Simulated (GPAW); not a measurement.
The system is CoO.

```xyz
2
Lattice="1.5055 0.8692 2.4399 -1.5055 0.8692 2.4399 0.0000 -1.7384 2.4399" Properties=species:S:1:pos:R:3 pbc="T T T"
Co    0.0000    0.0000    0.0000
O     0.0000    0.0000    3.6599
```

The cell is a database's computed one.

Base run:

```yaml
Program: GPAW 26.7.0
Functional: PBEsol
Potentials_or_basis: PAW data sets generated in the run's folder for this functional
Cutoff: 800 eV
Basis: pw
k_mesh: 8 × 8 × 8
Occupations: fermi-dirac, width 0.05 eV
Spin: collinear spin, ferromagnetic start
Starting_moments: "[2.0, 0.0] μB"
Hubbard_terms: Co d U = 4 eV
```

Its results: pressure -3.6 GPa; net moment 3.00 μB per cell; site moments Co +2.69; O +0.18 μB.

After a change of settings the same cell gave: pressure -6.0 GPa; net moment 3.00 μB per cell; site moments Co +2.67; O +0.20 μB. Which change was it?
A. hubbard terms from Co d U = 4 eV to none
B. hubbard terms from Co d U = 4 eV to Co d U = 1 eV
C. hubbard terms from Co d U = 4 eV to Co d U = 3 eV

C.

Caveats: a cell with one magnetic atom can't hold antiferromagnetic order, which such compounds often take.
